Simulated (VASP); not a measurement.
Bi: relaxation of cell and atoms with PBE

Crystal: Bi.

```
CELL_PARAMETERS angstrom
2.29316 1.32396 4.03532
-2.29316 1.32396 4.03532
0.00000 -2.64791 4.03532
ATOMIC_POSITIONS crystal
Bi 0.23390 0.23390 0.23390
Bi 0.76610 0.76610 0.76610
```

```
Program                : VASP 6.6.1
Task                   : relaxation of cell and atoms
Functional             : PBE
Potentials or basis    : VASP PAW PBE potentials, release 64 (Bi_d)
Cutoff                 : 600 eV
k mesh                 : 10 × 10 × 10
Occupations            : methfessel-paxton, width 0.1 eV
Spin                   : no spin polarisation
Further INCAR settings : ALGO = Normal; EDIFF = 1e-07; IBRION = 2; EDIFFG = -0.005; NSW = 90; ISIF = 3
```

```
Relaxed volume                         : 36.78 Å³/atom
Relaxed cell                           : a = 4.828 Å, b = 4.828 Å, c = 4.828 Å, α = 56.73°, β = 56.73°, γ = 56.73°
Space group after relaxing (to 0.05 Å) : R-3m (No. 166)
Energy gained by relaxing              : 0.0 meV/atom
Ionic steps                            : 2
Pressure after relaxing                : 0.0 GPa
Largest force after relaxing           : 0.004 eV/Å
Band gap on the k mesh                 : none (metal or under the smearing width)
```

Forces on the atoms (eV/Å):
```
Bi   0.000  0.000 -0.004
Bi   0.000  0.000  0.004
```

Final structure:
```yaml
crystal:
  lattice:
    - [2.29357, 1.32419, 4.03676]
    - [-2.29357, 1.32419, 4.03676]
    - [0.00000, -2.64838, 4.03676]
  atoms:
    - { symbol: Bi, position: [0.23389, 0.23389, 0.23389] }
    - { symbol: Bi, position: [0.76611, 0.76611, 0.76611] }
```

Levels at points of the mesh, in eV from the Fermi level:
| k point | band 13 | band 14 | band 15 | band 16 | band 17 | band 18 |
| --- | --- | --- | --- | --- | --- | --- |
| (0.00, 0.00, 0.00) | -1.42 | -1.07 | -1.07 | 2.47 | 2.90 | 2.90 |
| (0.50, 0.00, 0.00) | -1.31 | -1.08 | -0.25 | -0.18 | 0.57 | 1.10 |
| (0.50, 0.50, 0.00) | -4.40 | -2.84 | -2.67 | 2.47 | 4.73 | 5.30 |
| (0.50, 0.50, 0.50) | -0.85 | -0.50 | -0.50 | 0.77 | 0.79 | 0.79 |

It took 2.9 min on 1 thread of AMD EPYC 9R45 (Zen 5), on a shared host, peak memory 0.32 GiB.

Caveat: spin-orbit coupling is left out, which moves the levels of the heavy elements.
